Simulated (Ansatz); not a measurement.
CdS in the wurtzite structure, relaxed with r2SCAN in the PAW code Ansatz. The symmetry is P6_3mc (No. 186, hexagonal); a = 4.165 Å, c = 6.766 Å in the conventional setting, 25.41 Å³ an atom. Around Cd lie 4 S at 2.54–2.55 Å; around S lie 4 Cd at 2.54–2.55 Å.

The axes x, y and z are those of this cell:
```xyz
4
Lattice="4.1646 0.0000 0.0000 -2.0823 3.6067 0.0000 0.0000 0.0000 6.7660" Properties=species:S:1:pos:R:3 pbc="T T T"
Cd    0.0000    2.4044   -0.0065
Cd    2.0823    1.2022    3.3765
S     0.0000    2.4044    2.5438
S     2.0823    1.2022    5.9268
```

Unstrained: The PBE gap is direct at Γ: 1.173 eV. With r2SCAN the gap is 1.632 eV and direct, at Γ. HSE06 gives a direct gap of 2.190 eV at Γ. Meshes: PBE 12×12×4, r2SCAN 12×12×4, HSE06 6×6×4. Strains are changes of length per length, and xy shears are angles. After each strain the atoms were relaxed again with r2SCAN within the symmetry that the strain leaves, so tilts or polar shifts that break it weren't tested; points keep the names that they have in the unstrained zone. (Simulation; spin polarisation is off.)

Task: Apply xy shear, engineering strain (angle) +2.66 %. How far does the gap move, against the unstrained cell?

Result: PBE: the gap goes from 1.173 to 1.127 eV (-0.046 eV); with r2SCAN the top three valence levels at Γ, grouped 2+1 from the top over 38 meV, become 1+1+1 over 89 meV. r2SCAN: the gap goes from 1.632 to 1.585 eV (-0.047 eV). The r2SCAN energy rises by 0.9 meV an atom.

Task: For epitaxial +3.62 % in the xy plane, how far does the free direction move, and what happens to the gap?

Result: The normal strain at zero normal stress is -3.57 %, 0.99 of the in-plane strain with the sign turned. PBE: the gap goes from 1.173 to 1.035 eV (-0.138 eV); with r2SCAN the top three valence levels at Γ, grouped 2+1 from the top over 38 meV, become 1+2 over 128 meV. r2SCAN: the gap goes from 1.632 to 1.492 eV (-0.140 eV). HSE06: the gap goes from 2.190 to 2.037 eV (-0.153 eV).

Spin-orbit coupling is left out.

The meshes of the hybrids are coarse, so their gaps aren't converged to the digits shown.

The splittings at Γ are without spin-orbit coupling, which regroups them where it is of like size or larger.
